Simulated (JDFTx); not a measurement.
Crystal: CsSnI3.

```
Cs I Sn
1.0
     6.20570    0.00000    0.00000
     0.00000    6.20570    0.00000
     0.00000    0.00000    6.20570
Cs I Sn
1 3 1
Direct
  0.00000 0.00000 0.00000
  0.50000 0.50000 0.00000
  0.50000 0.00000 0.50000
  0.00000 0.50000 0.50000
  0.50000 0.50000 0.50000
```

Base run:

* Program: JDFTx 1.7.0 (patched build)
* Functional: PBEsol
* Potentials or basis: PseudoDojo-SR-PBEsol-0.4.1-standard with smoothed tails
* Cutoff: 980 eV
* Density cutoff: 7837 eV
* k mesh: 5 × 5 × 5
* Occupations: fermi-dirac, width 0.05 eV
* Spin: no spin polarisation

Its results: pressure -0.7 GPa.

Question: The run is repeated on the same cell with these changes: k mesh from 5 × 5 × 5 to 2 × 2 × 2. What comes out?

Answer: Pressure 0.8 GPa.

Caveats: some runs use coarse meshes; the cell was measured hot, at 500 K.

Not every run made on this cell is shown here.
